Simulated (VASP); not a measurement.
# ZnSe (Stilleite) (F-43m) in VASP: a series of runs, part 2 of 2

VASP 6.6.1.

### 4 Dielectric tensor, LDA

INCAR reads:

```
ALGO = Normal ; EDIFF = 1E-8
ENCUT = 250 ; GGA = CA
ISIF = 2 ; ISMEAR = 0
LASPH = True ; LCHARG = False
LEPSILON = True ; LREAL = False
LWAVE = False ; NELM = 100
PREC = Accurate ; SIGMA = 0.01
```

KPOINTS reads:

```
k-points
0
Gamma
  8 8 8
```

POSCAR reads:

```
ZnSe
1.0
    0.0000000000      2.8338000000      2.8338000000
    2.8338000000      0.0000000000      2.8338000000
    2.8338000000      2.8338000000      0.0000000000
Se Zn
1 1
Direct
    0.7500000000      0.7500000000      0.7500000000
    0.0000000000      0.0000000000      0.0000000000
```

Potentials or basis: VASP PAW LDA potentials, release 64 (Se, Zn).

On the command line:

```
> cat potpaw_LDA.64/Se/POTCAR potpaw_LDA.64/Zn/POTCAR > POTCAR
> mpirun -np 1 vasp_std > vasp.out
```

OUTCAR:

```text
EDIFF = 1E-8
   ENCUT = 250
   GGA = CA
   ISIF = 2
   ISMEAR = 0
   LASPH = True
   LEPSILON = True
   LREAL = False
   NELM = 100
   PREC = Accurate

 Found     29 irreducible k-points:

 Following reciprocal coordinates:
            Coordinates               Weight
  0.000000  0.000000  0.000000      1.000000
  0.125000  0.000000  0.000000      8.000000
  0.250000  0.000000  0.000000      8.000000
  0.375000  0.000000  0.000000      8.000000
  0.500000  0.000000  0.000000      4.000000
  0.125000  0.125000  0.000000      6.000000
   k-points           NKPTS =     29   k-points in BZ     NKDIM =     29   number of bands    NBANDS=     13
   number of dos      NEDOS =    301   number of ions     NIONS =      2
   total plane-waves  NPLWV =  13824
   dimension x,y,z NGX =    24 NGY =   24 NGZ =   24
   dimension x,y,z NGXF=    48 NGYF=   48 NGZF=   48
   ions per type =               1   1
   NGX,Y,Z   is equivalent  to a cutoff of   9.96,  9.96,  9.96 a.u.
   NGXF,Y,Z  is equivalent  to a cutoff of  19.91, 19.91, 19.91 a.u.
 SYSTEM =  unknown system
   PREC   = accura    normal or accurate (medium, high low for compatibility)
   ISTART =      0    job   : 0-new  1-cont  2-samecut
   ICHARG =      2    charge: 1-file 2-atom 10-const
   ISPIN  =      1    spin polarized calculation?
   LNONCOLLINEAR =      F non collinear calculations
   LSORBIT =      F    spin-orbit coupling
   LASPH  =      T    aspherical Exc in radial PAW
   ENCUT  =  250.0 eV  18.37 Ry    4.29 a.u.   5.17  5.17  5.17*2*pi/ulx,y,z
   NELM   =    100;   NELMIN=  2; NELMDL= -5     # of ELM steps
   EDIFF  = 0.1E-07   stopping-criterion for ELM
   LREAL  =      F    real-space projection
   EDIFFG = 0.1E-06   stopping-criterion for IOM
   NSW    =      0    number of steps for IOM
   IBRION =     -1    ionic relax: 0-MD 1-quasi-New 2-CG
   NFREE  =      0    steps in history (QN), initial steepest desc. (CG)
   ISIF   =      2    stress and relaxation
   ISYM   =      2    0-nonsym 1-usesym 2-fastsym
   POTIM  = 0.5000    time-step for ionic-motion
   TEBEG  =    0.0;   TEEND  =   0.0 temperature during run
   PSTRESS=    0.0 pullay stress
   NELECT =      18.0000    total number of electrons
   NUPDOWN=      -1.0000    fix difference up-down
   EMIN   =  10.00;   EMAX   =-10.00  energy-range for DOS
   EFERMI =   0.00;   METHOD = LEGACY
   ISMEAR =     0;   SIGMA  =   0.01  broadening in eV -4-tet -1-fermi 0-gaus
   EFERMI_NEDOS =   21; number of points for ismear=-14 and -15
   IALGO  =     38    algorithm
   IMIX   =      4    mixing-type and parameters
     AMIX     =   0.40;   BMIX     =  1.00
     AMIX_MAG =   1.60;   BMIX_MAG =  1.00
  volume/ion in A,a.u.               =      22.76       153.57
  Fermi-wavevector in a.u.,A,eV,Ry     =   1.201673  2.270834 19.647073  1.444019
  Thomas-Fermi vector in A             =   2.337476
   LORBIT       =      0    0 simple, 1 ext, 2 COOP (PROOUT), +10 PAW based schemes
   GGA     = CA    functional components
   LHFCALC =     F    Hartree Fock is set to
   AEXX    =    0.0000 exact exchange contribution
   IVDW    =     0    specifies the selected vdW correction
   LEPSILON=     T    determine dielectric tensor
   LRPA    =     F    only Hartree local field effects (RPA)
 non-spin polarized calculation
 Gauss-broadening in eV      SIGMA  =   0.01
  energy-cutoff  :      250.00
  volume of cell :       45.51
 maximum number of plane-waves:       419
[... 113 lines left out ...]
  Direction    XX          YY          ZZ          XY          YZ          ZX
  --------------------------------------------------------------------------------------
  -------------------------------------------------------------------------------------
  Total       -1.8000363     -1.8000363     -1.8000363      0.0000000      0.0000000      0.0000000
  in kB      -63.3657027    -63.3657027    -63.3657027      0.0000000      0.0000000      0.0000000
  external PRESSURE =     -63.3657027 kB  Pullay stress =       0.0000000 kB

 VOLUME and BASIS-vectors are now :
 -----------------------------------------------------------------------------
  energy-cutoff  :      250.00
  volume of cell :       45.51
      direct lattice vectors                 reciprocal lattice vectors
     0.000000000  2.833800000  2.833800000    -0.176441527  0.176441527  0.176441527
     2.833800000  0.000000000  2.833800000     0.176441527 -0.176441527  0.176441527
     2.833800000  2.833800000  0.000000000     0.176441527  0.176441527 -0.176441527

 POSITION                                       TOTAL-FORCE (eV/Angst)
 -----------------------------------------------------------------------------------
      4.25070      4.25070      4.25070         0.000000      0.000000      0.000000
      0.00000      0.00000      0.00000        -0.000000     -0.000000     -0.000000
 -----------------------------------------------------------------------------------
    total drift:                                0.000003      0.000003      0.000002

  FREE ENERGIE OF THE ION-ELECTRON SYSTEM (eV)
  ---------------------------------------------------
  free  energy   TOTEN  =        -7.3312488904 eV

  energy  without entropy=       -7.3312488904  energy(sigma->0) =       -7.33124889

 HEAD OF MICROSCOPIC STATIC DIELECTRIC TENSOR (INDEPENDENT PARTICLE, excluding Hartree and local field effects)
 ------------------------------------------------------
           9.142294     0.000000    -0.000000
           0.000000     9.142294     0.000000
           0.000000     0.000000     9.142294
 ------------------------------------------------------

 Free energy of the ion-electron system (eV)
  ---------------------------------------------------
  ---------------------------------------------------
  free energy    TOTEN  =        -1.00890762 eV

  energy without entropy =       -1.00890762

------------------------ aborting loop because EDIFF is reached ----------------------------------------

--------------------------------------- Ionic step        2  -------------------------------------------

------------------------ aborting loop because EDIFF is reached ----------------------------------------

--------------------------------------- Ionic step        3  -------------------------------------------

 Free energy of the ion-electron system (eV)
  ---------------------------------------------------
  ---------------------------------------------------
  free energy    TOTEN  =        -1.00890469 eV

  energy without entropy =       -1.00890469

------------------------ aborting loop because EDIFF is reached ----------------------------------------

 PIEZOELECTRIC TENSOR FIELD DIRECTION 3  (e Angst)
 -----------------------------------------------------------------------------
    -0.00082  2.07576  0.00000           (  0.00000 -0.03530  0.00000)
     2.07576 -0.00082  0.00000           ( -0.03530  0.00000  0.00000)
     0.00000  0.00000 -0.00015           (  0.00000  0.00000 -0.00000)

 PIEZOELECTRIC TENSOR FIELD DIRECTION 3  (C/m^2)
 -----------------------------------------------------------------------------
    -0.00029  0.73072  0.00000
     0.73072 -0.00029  0.00000
     0.00000  0.00000 -0.00005

 MACROSCOPIC STATIC DIELECTRIC TENSOR (including local field effects in DFT)
 ------------------------------------------------------
           8.624155    -0.000000    -0.000000
          -0.000000     8.624155     0.000000
           0.000000     0.000000     8.624155
 ------------------------------------------------------

 PIEZOELECTRIC TENSOR (including local field effects)  for field in x, y, z        (e  Angst)
          XX          YY          ZZ          XY          YZ          ZX
  --------------------------------------------------------------------------------
  x    -0.00000     0.00000     0.00000     0.00000     2.09145     0.00000
  y    -0.00000    -0.00000     0.00000     0.00000    -0.00000     2.09145
  z     0.00000    -0.00000     0.00000     2.09145     0.00000     0.00000

 PIEZOELECTRIC TENSOR (including local field effects)  for field in x, y, z        (C/m^2)
          XX          YY          ZZ          XY          YZ          ZX
  --------------------------------------------------------------------------------
  x    -0.00000     0.00000     0.00000     0.00000     0.73624     0.00000
  y    -0.00000    -0.00000     0.00000     0.00000    -0.00000     0.73624
  z     0.00000    -0.00000     0.00000     0.73624     0.00000     0.00000

 BORN EFFECTIVE CHARGES (including local field effects) (in |e|, cummulative output)
 ---------------------------------------------------------------------------------
 ion    1
    1    -2.10298     0.00000     0.00000
    2     0.00000    -2.10298     0.00000
    3     0.00000    -0.00000    -2.10298
 ion    2
    1     2.10298    -0.00000    -0.00000
    2    -0.00000     2.10298    -0.00000
    3    -0.00000     0.00000     2.10298
```

OSZICAR:

```text
N       E                     dE             d eps       ncg     rms          rms(c)
DAV:   1     0.588779477345E+02    0.58878E+02   -0.60027E+03   754   0.890E+02
DAV:   2    -0.468184400360E+01   -0.63560E+02   -0.61763E+02   889   0.200E+02
DAV:   3    -0.762968515336E+01   -0.29478E+01   -0.29421E+01   859   0.461E+01
[... 12 lines left out ...]
RMM:   6    -0.100861773093E+01   -0.76719E-03   -0.43900E-06  4134   0.409E-02    0.127E-02
RMM:   7    -0.100888469208E+01   -0.26696E-03    0.55228E-06  4300   0.117E-02    0.180E-03
RMM:   8    -0.100890374316E+01   -0.19051E-04    0.14167E-06  4238   0.271E-03    0.857E-04
RMM:   9    -0.100890103062E+01    0.27125E-05    0.17228E-07  4379   0.816E-04    0.989E-05
RMM:  10    -0.100890427715E+01   -0.32465E-05   -0.33953E-08  2811   0.157E-04    0.349E-05
RMM:  11    -0.100890468831E+01   -0.41116E-06    0.50346E-08  2237   0.790E-05    0.661E-06
```

It took 53 s on 1 thread of Intel Xeon Platinum 8488C (Sapphire Rapids), shared host; peak memory 0.16 GiB.

The run converged, but a check on its numbers failed (symmetry, net force, bounds or a known fault of this set-up), so they aren't taken as properties of the crystal.

Caveat: the cutoff lies under the usual one of these potentials, so the numbers hold a large basis-set error.

### 5 Dielectric tensor, LDA

INCAR, as its differences from that of step 4:

```diff
@@ -1,3 +1,3 @@
 ALGO = Normal ; EDIFF = 1E-8
-ENCUT = 250 ; GGA = CA
+ENCUT = 300 ; GGA = CA
 ISIF = 2 ; ISMEAR = 0
```

KPOINTS is that of step 4.

POSCAR is that of step 4.

Potentials or basis: VASP PAW LDA potentials, release 64 (Se, Zn).

On the command line:

```
> cat potpaw_LDA.64/Se/POTCAR potpaw_LDA.64/Zn/POTCAR > POTCAR
> mpirun -np 1 vasp_std > vasp.out
```

OUTCAR:

```text
EDIFF = 1E-8
   ENCUT = 300
   GGA = CA
   ISIF = 2
   ISMEAR = 0
   LASPH = True
   LEPSILON = True
   LREAL = False
   NELM = 100
   PREC = Accurate

 Found     29 irreducible k-points:

 Following reciprocal coordinates:
            Coordinates               Weight
  0.000000  0.000000  0.000000      1.000000
  0.125000  0.000000  0.000000      8.000000
  0.250000  0.000000  0.000000      8.000000
  0.375000  0.000000  0.000000      8.000000
  0.500000  0.000000  0.000000      4.000000
  0.125000  0.125000  0.000000      6.000000
   k-points           NKPTS =     29   k-points in BZ     NKDIM =     29   number of bands    NBANDS=     13
   number of dos      NEDOS =    301   number of ions     NIONS =      2
   total plane-waves  NPLWV =  13824
   dimension x,y,z NGX =    24 NGY =   24 NGZ =   24
   dimension x,y,z NGXF=    48 NGYF=   48 NGZF=   48
   ions per type =               1   1
   NGX,Y,Z   is equivalent  to a cutoff of   9.96,  9.96,  9.96 a.u.
   NGXF,Y,Z  is equivalent  to a cutoff of  19.91, 19.91, 19.91 a.u.
 SYSTEM =  unknown system
   PREC   = accura    normal or accurate (medium, high low for compatibility)
   ISTART =      0    job   : 0-new  1-cont  2-samecut
   ICHARG =      2    charge: 1-file 2-atom 10-const
   ISPIN  =      1    spin polarized calculation?
   LNONCOLLINEAR =      F non collinear calculations
   LSORBIT =      F    spin-orbit coupling
[... 207 lines left out ...]
  free energy    TOTEN  =        -1.01168030 eV

  energy without entropy =       -1.01168030

------------------------ aborting loop because EDIFF is reached ----------------------------------------

 PIEZOELECTRIC TENSOR FIELD DIRECTION 3  (e Angst)
 -----------------------------------------------------------------------------
    -0.00076  2.07444  0.00000           (  0.00000 -0.03486  0.00000)
     2.07444 -0.00076  0.00000           ( -0.03486  0.00000  0.00000)
     0.00000  0.00000 -0.00021           (  0.00000  0.00000 -0.00000)

 PIEZOELECTRIC TENSOR FIELD DIRECTION 3  (C/m^2)
 -----------------------------------------------------------------------------
    -0.00027  0.73025  0.00000
     0.73025 -0.00027  0.00000
     0.00000  0.00000 -0.00008

 MACROSCOPIC STATIC DIELECTRIC TENSOR (including local field effects in DFT)
 ------------------------------------------------------
           8.646713     0.000000     0.000000
           0.000000     8.646713     0.000000
           0.000000    -0.000000     8.646713
 ------------------------------------------------------

 PIEZOELECTRIC TENSOR (including local field effects)  for field in x, y, z        (e  Angst)
          XX          YY          ZZ          XY          YZ          ZX
  --------------------------------------------------------------------------------
  x     0.00000     0.00000    -0.00000     0.00000     2.09042    -0.00000
  y    -0.00000     0.00000     0.00000     0.00000    -0.00000     2.09042
  z     0.00000     0.00000     0.00000     2.09042     0.00000     0.00000

 PIEZOELECTRIC TENSOR (including local field effects)  for field in x, y, z        (C/m^2)
          XX          YY          ZZ          XY          YZ          ZX
  --------------------------------------------------------------------------------
  x     0.00000     0.00000    -0.00000     0.00000     0.73588    -0.00000
  y    -0.00000     0.00000     0.00000     0.00000    -0.00000     0.73588
  z     0.00000     0.00000     0.00000     0.73588     0.00000     0.00000

 BORN EFFECTIVE CHARGES (including local field effects) (in |e|, cummulative output)
 ---------------------------------------------------------------------------------
 ion    1
    1    -2.09802    -0.00000    -0.00000
    2     0.00000    -2.09802    -0.00000
    3     0.00000     0.00000    -2.09802
 ion    2
    1     2.09802     0.00000     0.00000
    2    -0.00000     2.09802     0.00000
    3    -0.00000    -0.00000     2.09802
```

OSZICAR:

```text
N       E                     dE             d eps       ncg     rms          rms(c)
[... 13 lines left out ...]
RMM:   5    -0.101071431473E+01   -0.81968E-02   -0.17460E-03  4266   0.241E-01    0.259E-02
RMM:   6    -0.101136258710E+01   -0.64827E-03   -0.31091E-05  4046   0.544E-02    0.138E-02
RMM:   7    -0.101165024640E+01   -0.28766E-03    0.37873E-06  4251   0.163E-02    0.194E-03
RMM:   8    -0.101168239236E+01   -0.32146E-04    0.90051E-07  4043   0.422E-03    0.975E-04
RMM:   9    -0.101167698610E+01    0.54063E-05    0.76715E-08  4424   0.133E-03    0.215E-04
RMM:  10    -0.101168013830E+01   -0.31522E-05    0.80308E-08  3572   0.354E-04    0.392E-05
RMM:  11    -0.101168075876E+01   -0.62046E-06    0.50264E-08  2669   0.126E-04    0.169E-05
RMM:  12    -0.101168029592E+01    0.46284E-06    0.25531E-09  1750   0.682E-05    0.257E-06
```

Run time: 58 s. Hardware: 1 thread of Intel Xeon Platinum 8488C (Sapphire Rapids), shared host; peak memory 0.17 GiB.

The run converged, but some of its settings lie outside the range that counts as converged, so its numbers aren't taken as properties of the crystal.

Results:

```yaml
Band_gap_on_the_k_mesh: 1.06 eV, direct
Electronic_dielectric_tensor_diagonal: 8.65
Born_charges_mean_of_the_diagonal: Se -2.10; Zn +2.10 e
```

Caveat: the cutoff is under 1.25 times the usual one of these potentials, so pressure, stress and relaxed cells hold a basis-set (Pulay) error.
